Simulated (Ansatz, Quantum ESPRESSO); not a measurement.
## FeGe: 3 runs at one level of theory

```
Ge Fe
1.0
     4.99760    0.00000    0.00000
    -2.49880    4.32805    0.00000
     0.00000    0.00000    4.11576
Ge Fe
3 3
Direct
  0.66667 0.33333 0.50000
  0.33333 0.66667 0.50000
  0.00000 0.00000 0.00000
  0.00000 0.50000 0.00000
  0.50000 0.50000 0.00000
  0.50000 0.00000 0.00000
```

The cell is a database's computed one, not the measured one.

Alike in all runs: task band structure; functional LDA; k mesh 6 × 6 × 7; occupations fermi-dirac, width 0.05 eV; collinear spin, ferromagnetic start; no spin-orbit coupling. LDA stands for any of its common fits. Pressure is positive in compression and, in plane waves, holds the error of the finite cutoff, which Ansatz's Pulay term estimates and takes out.

```json
{"program and potentials": "Ansatz, Ansatz PAW", "plane-wave cutoff (eV)": "420", "notes": "potentials made for PBE, which Ansatz adapts in part; Pulay term of +0.09 GPa included", "pressure (GPa)": "-14.70", "net moment per atom (μB)": "0.68"}
{"program and potentials": "Ansatz, all-electron LAPW, scalar-relativistic", "plane-wave cutoff (eV)": "-", "notes": "-", "pressure (GPa)": "-14.69", "net moment per atom (μB)": "0.68"}
{"program and potentials": "Quantum ESPRESSO, GBRV 1.5 LDA", "plane-wave cutoff (eV)": "762", "notes": "-", "pressure (GPa)": "-14.52", "net moment per atom (μB)": "0.69"}
```

The pressure spans -14.70 (Ansatz, Ansatz PAW) to -14.52 GPa (Quantum ESPRESSO, GBRV 1.5 LDA), with all-electron results at -14.69. The net moment per atom spans 0.68 (Ansatz, all-electron LAPW, scalar-relativistic) to 0.69 μB (Quantum ESPRESSO, GBRV 1.5 LDA), with all-electron results at 0.68. The cell lies far from this level's equilibrium. The state is the one that the start led to, which needn't be the lowest.

Differences between rows come from potentials, basis sets and numerical settings, since the functional is the same but for its coding. Runs on potential files found faulty are left out.
